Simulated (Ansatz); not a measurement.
Crystal: PbO2.

```
Pb O
1.0
     4.99496    0.00000    0.00000
     0.00000    4.99496    0.00000
     0.00000    0.00000    3.40900
Pb O
2 4
Direct
  0.50000 0.50000 0.50000
  0.00000 0.00000 0.00000
  0.69257 0.69257 0.00000
  0.80743 0.19257 0.50000
  0.19257 0.80743 0.50000
  0.30743 0.30743 0.00000
```

The cell is a database's computed one.

Base run:

```yaml
Program: Ansatz 0.2.0
Functional: r2SCAN
Potentials_or_basis: Ansatz PAW
Cutoff: 500 eV
Density_cutoff: 2000 eV
k_mesh: 6 × 6 × 8
Occupations: fermi-dirac, width 0.05 eV
Spin: no spin polarisation
```

Its results: pressure -0.7 GPa.

**Question.** After a change of settings the same cell gave: pressure 0.2 GPa. Which change was it?
A. functional from r2SCAN to LDA; cutoff from 500 eV to 420 eV; density cutoff from 2000 eV to 1680 eV; k mesh from 6 × 6 × 8 to 5 × 5 × 6
B. functional from r2SCAN to PBE; cutoff from 500 eV to 420 eV; density cutoff from 2000 eV to 1680 eV; k mesh from 6 × 6 × 8 to 5 × 5 × 6
C. functional from r2SCAN to LDA; cutoff from 500 eV to 420 eV; density cutoff from 2000 eV to 1680 eV; occupations from fermi-dirac, width 0.05 eV to fermi-dirac, width 0.1 eV
D. functional from r2SCAN to PBEsol; cutoff from 500 eV to 420 eV; density cutoff from 2000 eV to 1680 eV

**Answer.** D.

Caveats: the PAW data sets come from PBE, with cores solved anew for the run's functional, which leaves a small shift of forces and pressure.

Not every run made on this cell is shown here.
